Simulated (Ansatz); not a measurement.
Take BeO in the wurtzite structure (space group P6_3mc, No. 186) as the base.

```
BeO
1.0
    2.69049     0.00000     0.00000
   -1.34524     2.33003     0.00000
    0.00000     0.00000     4.36988
Be O
2 2
Direct
  0.66667   0.33333   0.00145
  0.33333   0.66667   0.50145
  0.66667   0.33333   0.62375
  0.33333   0.66667   0.12375
```

Method: plane-wave PAW DFT at the r2SCAN level (Ansatz, a quantum-chemistry and plane-wave program, 500 eV), no SOC.

Before the change:

| Quantity | Value |
|---|---|
| Pressure | 0.00 GPa |
| Valence-band top at Γ | 0.00, -0.04, -0.04 eV |
| Band gap | 8.55 eV |
| Gap character | direct at Γ |

Modification: an isotropic linear strain of −5.68 %, atoms relaxed at fixed cell.

**Question.** What happens to the pressure, valence-band top at Γ, band gap and gap character?

**Answer.** The pressure (mean of the normal stresses, compression positive) goes from zero to 54.74 GPa; the valence-band top at Γ (three highest levels, from the VBM) remains 0.00, -0.04, -0.04 eV; the band gap rises by 1.70 eV to 10.25 eV; the gap character goes from direct at Γ to indirect, Γ → K.

No phonon test of stability was made.
